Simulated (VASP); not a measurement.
The system is AlN.

```xyz
4
Lattice="3.1130 0.0000 0.0000 -1.5565 2.6959 0.0000 0.0000 0.0000 4.9820" Properties=species:S:1:pos:R:3 pbc="T T T"
Al    1.5565    0.8986    2.4860
Al    0.0000    1.7973    4.9770
N     1.5565    0.8986    4.3892
N     0.0000    1.7973    1.8982
```

The cell is a database's computed one.

Base run:

| Quantity | Value |
| --- | --- |
| Program | VASP 6.6.1 |
| Functional | r2SCAN |
| Potentials or basis | VASP PAW PBE potentials, release 64 (Al, N) |
| Cutoff | 520 eV |
| k mesh | 9 × 9 × 6 |
| Occupations | gaussian, width 0.02 eV |
| Spin | no spin polarisation |

Its results: band gap on the k mesh 4.87 eV, direct; pressure -1.4 GPa.

**Question.** The run is repeated on the same cell with these changes: functional from r2SCAN to PBEsol; cutoff from 520 eV to 700 eV. What comes out?

**Answer.** Band gap on the k mesh 4.12 eV, direct; pressure -0.1 GPa.

r2SCAN gives the wider gap, since meta-GGAs in the generalised Kohn-Sham scheme recover part of the derivative discontinuity.

Caveats: the PAW data sets were made with another functional, which shifts forces and pressure a little; an odd mesh through Γ misses points on the zone boundary, where band edges often lie.

Not every run made on this cell is shown here.
